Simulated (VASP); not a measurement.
Wanted: the native input for a VASP 6.6.1 run.

| Property | Result |
| --- | --- |
| Task | relaxation of cell and atoms |
| Functional | PBEsol |
| Potentials or basis | VASP PAW PBE potentials, release 64 (Ir, O) |
| Cutoff | 600 eV |
| k mesh | 8 × 8 × 12 |
| Occupations | methfessel-paxton, width 0.1 eV |
| Spin | no spin polarisation |
| Further INCAR settings | ALGO = Normal; EDIFF = 1e-07; IBRION = 2; EDIFFG = -0.005; NSW = 90; ISIF = 3 |

The structure of IrO2 lies in POSCAR:

```
IrO2                                    
1.0
    4.4845155503      0.0000000000      0.0000000000
   -0.0000000000      4.4845155503      0.0000000000
    0.0000000000      0.0000000000      3.1636025682
  Ir              O             
     2     4
Direct
     0.0000000000000000    0.0000000000000000    0.0000000000000000
     0.5000000000000000    0.5000000000000000    0.5000000000000000
     0.3088788505647544    0.3088788505647544    0.0000000000000000
     0.1911211494352456    0.8088788505647543    0.5000000000000000
     0.6911211494352457    0.6911211494352457    1.0000000000000000
     0.8088788505647543    0.1911211494352456    0.5000000000000000
```

The input as run:

INCAR

```
  PREC = Accurate
  ENCUT = 600
  EDIFF = 1E-7
  ISMEAR = 1
  SIGMA = 0.1
  LREAL = F
  LASPH = T
  NELM = 80
  ALGO = Normal
  ISIF = 3
  LWAVE = F
  LCHARG = F
  GGA = PS
  IBRION = 2
  NSW = 90
  EDIFFG = -0.005
  KPAR = 2
```

KPOINTS

```
regular mesh
0
Gamma
  8 8 12
```

Potentials or basis: VASP PAW PBE potentials, release 64 (Ir, O).

Command:

```console
$ cat potpaw_PBE.64/Ir/POTCAR potpaw_PBE.64/O/POTCAR > POTCAR
$ mpirun -np 2 vasp_std > vasp.out
```

It gave:

```json
{
  "Relaxed volume": "10.60 Å³/atom",
  "Relaxed cell": "a = 4.484 Å, b = 4.484 Å, c = 3.164 Å, α = 90.00°, β = 90.00°, γ = 90.00°",
  "Space group after relaxing (to 0.05 Å)": "P4_2/mnm (No. 136)",
  "Energy gained by relaxing": "0.0 meV/atom",
  "Ionic steps": "3",
  "Pressure after relaxing": "0.0 GPa",
  "Band gap on the k mesh": "none (metal or under the smearing width)"
}
```

Caveat: the PAW data sets were made with another functional, which shifts forces and pressure a little.

Run time: 2.6 min on 2 MPI ranks on Intel(R) Xeon(R) Platinum 8259CL CPU @ 2.50GHz (Skylake/Cascade Lake), with other jobs on the host, peak memory 0.32 GiB a rank.
